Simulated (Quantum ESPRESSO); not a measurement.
# TiO2 in Quantum ESPRESSO: the effect of pseudo set

The system is TiO2.

```
Ti O
1.0
     4.59984    0.00000    0.00000
     0.00000    4.59984    0.00000
     0.00000    0.00000    2.95921
Ti O
2 4
Direct
  0.00000 0.00000 0.50000
  0.50000 0.50000 0.00000
  0.30432 0.30432 0.50000
  0.19568 0.80432 0.00000
  0.80432 0.19568 0.00000
  0.69568 0.69568 0.50000
```

The cell is a database's computed one.

Alike in all runs:

| Property | Result |
| --- | --- |
| Program | Quantum ESPRESSO 7.5 |
| Task | phonons |
| Functional | PBE |
| k mesh | 2 × 2 × 4, shifted |
| Occupations | fermi-dirac, width 0.05 eV |
| Spin | no spin polarisation |

Each run relaxes the cell or the atoms first.

```tsv
pseudo set	cutoff	dielectric constant (mean)	highest phonon frequency (cm⁻¹)
GBRV 1.5 PBE	612 eV	8.12	798
JTH 2.0 PBE	707 eV	8.18	795
SSSP 1.3 efficiency PBE	748 eV	8.14	795
PseudoDojo 0.4.1 SR PBE standard	1143 eV	8.01	795
SG15 PBE 1.2	1197 eV	?	?
SPMS 1.0 PBE	1197 eV	7.98	798
Ansatz NC SR PBE	1238 eV	8.10	797
```

Question: What does the run with pseudo set SG15 PBE 1.2 give?

Answer: Dielectric constant 7.95 mean; highest phonon frequency 808 cm⁻¹.

Caveats: all runs use coarse meshes; some modes are imaginary; the cell is more than 3 GPa from zero pressure, which shifts response properties; before the sum rule the acoustic modes lie tens of cm⁻¹ from zero, a sign that the density grid also shifts the optical modes (some runs).
